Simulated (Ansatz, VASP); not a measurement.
# C: VASP beside Ansatz

```
CELL_PARAMETERS angstrom
-1.72228 1.72228 4.31004
1.72228 -1.72228 4.31004
1.72228 1.72228 -4.31004
ATOMIC_POSITIONS crystal
C 0.50000 0.19930 0.69930
C 0.80070 0.50000 0.30070
C 0.19930 0.50000 0.69930
C 0.50000 0.80070 0.30070
```

Alike in both runs: functional PBE; k mesh 18 × 18 × 18; occupations gaussian, width 0.1 eV; no spin polarisation.

Ansatz relaxed the structure, and its values are those at the end. VASP's run is a single point on that final structure, the one shown.

```csv
,VASP,Ansatz
version,VASP 6.6.1,Ansatz 0.2.0
potentials or method,"VASP PAW PBE potentials, release 64 (C)","scalar-relativistic, plane waves, PAW"
plane-wave cutoff (eV),520,420
valence electrons in the cell,16,16
```

```tsv
	VASP	Ansatz	Ansatz less VASP
gap on the k mesh at the Fermi level (eV)	none	none	-
pressure (GPa)	0.2	0.0	-0.22
rms of the force components (eV/Å)	0.022	0.000	-0.0213
```

A gap of «none» marks a metal or a gap that the smearing closes.
